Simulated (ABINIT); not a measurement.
This ABINIT 10.8.3 (patched build) run on FeO (Wuestite) needs a look.

run.abi

```
pp_dirpath "./"
pseudos "Fe.GGA_PBE-JTH.xml, O.GGA_PBE-JTH.xml"

acell 3*1.0
rprim
     2.8701555377     1.6570850723     4.7613110177
    -2.8701555377     1.6570850723     4.7613110177
     0.0000000000    -3.3141701446     4.7613110177
ntypat 2
znucl 26 8
natom 2
typat 1 2
xred
     0.0000000000     0.0000000000     0.0000000000
     0.5000000000     0.5000000000     0.5000000000

ecut 26.0
pawecutdg 48.0
pawxcdev 0

kptopt 1
ngkpt 7 7 7
nshiftk 1
shiftk 0.0 0.0 0.0

ixc 11

nband 16
occopt 3
tsmear 0.00183747

nsppol 2
spinat
     0.0000000000     0.0000000000     3.0000000000
     0.0000000000     0.0000000000     0.0000000000

nstep 60

iomode 3
prtwf 0
prtden 0
prteig 0
prtebands 0
enunit 1
```

Potentials or basis: JTH PAW PBE v2.0.

Command:

```sh
$ abinit run.abi > log 2>&1
```

run.abo:

```text
.Version 10.8.3 of ABINIT
 Symmetries : space group R-3 m (#166); Bravais hR (rhombohedral)
================================================================================
 Values of the parameters that define the memory need of the present run
     intxc =       0    ionmov =       0      iscf =      17    lmnmax =      18
     lnmax =       6     mgfft =      30  mpssoang =       3    mqgrid =    3001
     natom =       2  nloc_mem =       2    nspden =       2   nspinor =       1
    nsppol =       2      nsym =      12    n1xccc =       1    ntypat =       2
    occopt =       3   xclevel =       2
       mpw =         893          nfft =       27000          nkpt =          44
[... 51 lines left out ...]

 chkinp: Checking input parameters for consistency.

--- !ERROR
message: |
    For the SCF case, one and only one of the input tolerance criteria
    toldff, tolrff, toldfe, toldmag or tolvrs must differ from zero, while they are
    toldff=  0.000000E+00, tolrff=  0.000000E+00, toldfe=  0.000000E+00
[... 1 line left out ...]
    Action: change your input file and resubmit the job.
...

Checking consistency of input data against itself revealed some problem(s).
So, stopping. The details of the problem(s) are given in the error file or the standard output file (= "log" file).
In parallel, the details might not even be printed there. Then, try running in sequential to see the details.

--- !ERROR
message: |
    Checking consistency of input data against itself gave 1 inconsistency.
    The details of the problem can be FOUND ABOVE (or in output or log file).
    In parallel, the details might not even be printed there. Then, try running in sequential to see the details.
...
```

Problem. How did it end, and where is the flaw?

Solution. The input was rejected before any iteration. The input holds a flaw that was put in on purpose: no stopping criterion (tolvrs = left out).
